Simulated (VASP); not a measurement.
# SiC: heating or cooling by molecular dynamics

SiC, P6_3mc (no. 186), 8 atoms in the cell. PBE, molecular dynamics; PAW potentials Si, C (PBE set).

Ensemble: ramp; Target temperature (K): 800; Final target temperature (K): 1300; Thermostat: velocity scaling every 10 steps.

## Input

INCAR:
```
ALGO = Normal
EDIFF = 1E-5
ENCUT = 400
GGA = PE
IBRION = 0
ISIF = 2
ISMEAR = 0
ISYM = 0
KPAR = 4
LASPH = True
LCHARG = False
LREAL = Auto
LWAVE = False
MDALGO = 0
NBLOCK = 10
NELM = 60
NELMIN = 4
NSW = 400
POTIM = 1.0
PREC = Normal
RANDOM_SEED = 815435 0 0
SIGMA = 0.05
SMASS = -1
TEBEG = 800
TEEND = 1300
```

KPOINTS:
```
k-points
0
Gamma
  3 2 2
```

POSCAR:
```
SiC
1.0
    3.0760000000      0.0000000000      0.0000000000
    0.0000000000      5.3277882840      0.0000000000
    0.0000000000      0.0000000000      5.0480000000
Si C
4 4
Direct
    0.5000000000      0.1666666666      0.5000000000
    0.0000000001      0.6666666666      0.5000000000
    0.0000000000      0.3333333334      0.0000000000
    0.4999999999      0.8333333333      0.0000000000
    0.5000000000      0.1666666666      0.8850000000
    0.0000000001      0.6666666666      0.8850000000
    0.0000000000      0.3333333334      0.3850000000
    0.4999999999      0.8333333333      0.3850000000
```

Commands:
```
cat potpaw_PBE.64/Si/POTCAR potpaw_PBE.64/C/POTCAR > POTCAR
mpirun -np 4 vasp_std > vasp.out
```

## Result

- Mean temperature (K): 1022
- Rise of the mean potential energy above the start (meV/atom): 114.3
- Mean pressure (GPa): 5.76
- Electronic steps per ionic step after the first: 4.0

Course of the run:

| Time (fs) | Temperature (K) | Potential energy less the first (meV/atom) |
|---|---|---|
| 1 | 801 | 0.0 |
| 31 | 839 | 108.9 |
| 61 | 876 | 89.1 |
| 92 | 887 | 75.4 |
| 125 | 1151 | 136.5 |
| 155 | 918 | 64.5 |
| 185 | 834 | 168.8 |
| 216 | 1433 | 90.8 |
| 246 | 670 | 139.3 |
| 276 | 1213 | 170.1 |
| 309 | 1225 | 97.5 |
| 340 | 1511 | 143.3 |
| 370 | 1172 | 132.4 |
| 400 | 839 | 193.5 |

REPORT:
```
RANDOM_SEED =            815435                0                0

           RANDOM_SEED =            815435                0                0

           RANDOM_SEED =            815435                0                0

           RANDOM_SEED =            815435                0                0

           RANDOM_SEED =            815435                0                0

           RANDOM_SEED =            815435                0                0

           RANDOM_SEED =            815435                0                0

           RANDOM_SEED =            815435                0                0

           RANDOM_SEED =            815435                0                0

           RANDOM_SEED =            815435                0                0

           RANDOM_SEED =            815435                0                0

           RANDOM_SEED =            815435                0                0

           RANDOM_SEED =            815435                0                0

           RANDOM_SEED =            815435                0                0

           RANDOM_SEED =            815435                0                0

[... 29 lines left out ...]

           RANDOM_SEED =            815435                0                0

           RANDOM_SEED =            815435                0                0

           RANDOM_SEED =            815435                0                0

           RANDOM_SEED =            815435                0                0

           RANDOM_SEED =            815435                0                0

           RANDOM_SEED =            815435                0                0

           RANDOM_SEED =            815435                0                0

           RANDOM_SEED =            815435                0                0

           RANDOM_SEED =            815435                0                0

           RANDOM_SEED =            815435                0                0

           RANDOM_SEED =            815435                0                0
```

OSZICAR:
```
N       E                     dE             d eps       ncg     rms          rms(c)
DAV:   1     0.771112035464E+02    0.77111E+02   -0.12712E+04   336   0.111E+03
DAV:   2    -0.608312379564E+02   -0.13794E+03   -0.12992E+03   464   0.208E+02
DAV:   3    -0.673045306843E+02   -0.64733E+01   -0.64375E+01   416   0.461E+01
DAV:   4    -0.674018280339E+02   -0.97297E-01   -0.97200E-01   409   0.633E+00
DAV:   5    -0.674039471706E+02   -0.21191E-02   -0.21188E-02   406   0.898E-01    0.177E+01
DAV:   6    -0.601041730667E+02    0.72998E+01   -0.24430E+01   386   0.237E+01    0.788E+00
DAV:   7    -0.598807924453E+02    0.22338E+00   -0.17342E+00   446   0.664E+00    0.351E+00
DAV:   8    -0.598506328702E+02    0.30160E-01   -0.91971E-02   376   0.181E+00    0.711E-01
DAV:   9    -0.598504070401E+02    0.22583E-03   -0.10377E-02   411   0.617E-01    0.179E-01
DAV:  10    -0.598509811920E+02   -0.57415E-03   -0.13903E-03   396   0.210E-01    0.672E-02
DAV:  11    -0.598510062350E+02   -0.25043E-04   -0.20591E-04   401   0.853E-02    0.189E-02
DAV:  12    -0.598510081881E+02   -0.19530E-05   -0.72135E-06   233   0.173E-02
[... left out ...]
    389 T=  1076. E= -.57853619E+02 F= -.58827121E+02 E0= -.58827121E+02  EK= 0.97350E+00 SP= 0.00E+00 SK= 0.00E+00
    399 T=   844. E= -.57543629E+02 F= -.58307435E+02 E0= -.58307435E+02  EK= 0.76381E+00 SP= 0.00E+00 SK= 0.00E+00
[... last step whole ...]
       N       E                     dE             d eps       ncg     rms          rms(c)
DAV:   1    -0.583027732752E+02    0.46635E-02   -0.21277E-03   410   0.151E+00    0.522E-02
DAV:   2    -0.583029194492E+02   -0.14617E-03   -0.14739E-03   356   0.314E-01    0.304E-02
DAV:   3    -0.583029188198E+02    0.62935E-06   -0.12163E-05   320   0.246E-02    0.220E-02
DAV:   4    -0.583029175136E+02    0.13062E-05   -0.53634E-06   228   0.174E-02
    400 T=   839. E= -.57543538E+02 F= -.58302918E+02 E0= -.58302918E+02  EK= 0.75938E+00 SP= 0.00E+00 SK= 0.00E+00
```

Limits: 400 fs of 8 atoms are too short for converged averages; the cell is only 3.1 Å across, so each atom moves in step with near copies of itself.

VASP 6.6.1 took 453 s on 4 cores (Intel Xeon Platinum 8488C (Sapphire Rapids)), a shared host.
